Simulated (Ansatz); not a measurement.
## Te$_{2}$Mo (P6_3/mmc), random displacements

Computed with Ansatz 0.2.0, DFT PBE, scalar-relativistic, plane waves, PAW. Cutoff 420 eV, Γ-centred 12×12×2 k-points, Gaussian smearing of 0.05 eV. No spin polarisation. Energies are free energies at this smearing, counted from the undisturbed cell; pressure is positive in compression.

Reference structure (as given, not relaxed at this level):

```xyz
6
Lattice="3.5182 0.0000 0.0000 -1.7591 3.0469 0.0000 0.0000 0.0000 13.9736" Properties=species:S:1:pos:R:3 pbc="T T T"
Te    0.0000    2.0312    8.6776
Te    1.7591    1.0156    1.6908
Te    0.0000    2.0312   12.2828
Te    1.7591    1.0156    5.2960
Mo    0.0000    2.0312    3.4934
Mo    1.7591    1.0156   10.4802
```

The cell holds layers and no dispersion correction was added, so their binding is poorly described.

The atoms are displaced (Å, in the unstrained cell):

```csv
atom,ux,uy,uz
Te1,0.173,0.001,-0.123
Te2,0.041,-0.310,0.222
Te3,0.043,0.279,0.025
Te4,-0.008,0.026,-0.010
Mo5,-0.111,0.006,-0.062
Mo6,-0.139,-0.001,-0.053
```

Strain (Voigt, engineering shear): (0.0410, 0.0494, -0.0203, 0.0360, -0.0114, -0.0549).

What are the energy change, the stress and the forces?

ΔE = 432.2 meV/atom; stress (xx, yy, zz, yz, xz, xy; compression positive) (-2.73, 6.11, 9.25, -13.65, 2.59, 2.27) GPa.
```csv
atom,Fx (eV/Å),Fy,Fz
Te1,-1.86,0.52,0.32
Te2,-1.07,5.48,-5.88
Te3,-0.52,-2.07,-0.03
Te4,-0.82,-0.43,0.11
Mo5,1.89,-5.00,5.62
Mo6,2.38,1.50,-0.13
```

Cost: 1 run of about 0.84 core-minutes, on AMD EPYC 9R45 (Zen 5) (shared hosts).